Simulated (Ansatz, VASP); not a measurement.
Given: the input of a run of Ansatz 0.2.0 on Tc.

File input.yaml:

```yaml
crystal:
  lattice:
    - [0.0, 1.95, 1.95]
    - [1.95, 0.0, 1.95]
    - [1.95, 1.95, 0.0]
  atoms:
    - { symbol: Tc, position: [0.0, 0.0, 0.0] }
kpoints:
  mp_grid: { grid: [9, 9, 9] }
scf:
  occupations: { method: fermi_dirac, width: 0.05 }
hamiltonian:
  xc: lda
  pseudopotentials: { kind: all_electron, lapw: { basis_error: 0.001 } }
magnetization:
  noncollinear: true
  spin_orbit: true
output:
  forces: true
  stress: true
relax:
  f_tol: 0.01
  max_steps: 60
  cell: {}
```

Potentials or basis: all-electron LAPW, relativistic spinors.

Run with:

```bash
$ ansatz run input.yaml --threads 1 --pin off --max-ram 3072MiB --backend cpu --events-out ev --progress --plain --runs-dir out
```

Question: Set up the same calculation for VASP 6.6.1. Potentials there: VASP PAW LDA potentials, release 64 (Tc_pv).

Answer: As run (the cutoff follows the program's own potentials):

File INCAR:

```
SYSTEM = Tc
  ALGO = Normal
  EDIFF = 1E-7
  EDIFFG = -0.01
  ENCUT = 600
  GGA = CA
  GGA_COMPAT = .FALSE.
  IBRION = 2
  ISIF = 3
  ISMEAR = -1
  LASPH = .TRUE.
  LCHARG = .FALSE.
  LMAXMIX = 4
  LNONCOLLINEAR = .TRUE.
  LORBIT = 11
  LORBMOM = .TRUE.
  LREAL = .FALSE.
  LSORBIT = .TRUE.
  LWAVE = .FALSE.
  MAGMOM = 0 0 0
  NELM = 150
  NSW = 80
  PREC = Accurate
  SIGMA = 0.05
```

The input KPOINTS:

```
k-points
0
G
  9 9 9
  0 0 0
```

The input POSCAR:

```
Tc
1.0
    0.0000000000      1.9500000000      1.9500000000
    1.9500000000      0.0000000000      1.9500000000
    1.9500000000      1.9500000000      0.0000000000
Tc
1
Direct
    0.0000000000      0.0000000000      0.0000000000
```

Potentials or basis: VASP PAW LDA potentials, release 64 (Tc_pv).

Command:

```sh
$ cat potpaw_LDA.64/Tc_pv/POTCAR > POTCAR
$ mpirun -np 1 vasp_ncl > vasp.out
```

Both were run:

|  | VASP | Ansatz | Ansatz less VASP |
| --- | --- | --- | --- |
| net moment per atom (μB) | 0.00 | 0.00 | 0.000 |
| relaxed volume (Å³/atom) | 13.85 | 13.84 | -0.010 |
| relaxed cell length with the largest relative difference (Å) | 2.696 | 2.695 | -0.0006 |
| energy change over the relaxation (meV/atom) | -64 | -66 | -1.3 |

Ansatz ran all-electron here, so the differences hold the error of VASP's frozen core and of both bases.

Caveats: the k mesh is thin for a metal, which can move the energy by tens of meV per atom (Ansatz). LDA usually gives volumes a few per cent too small. Zero-point motion and thermal expansion aren't in these numbers.
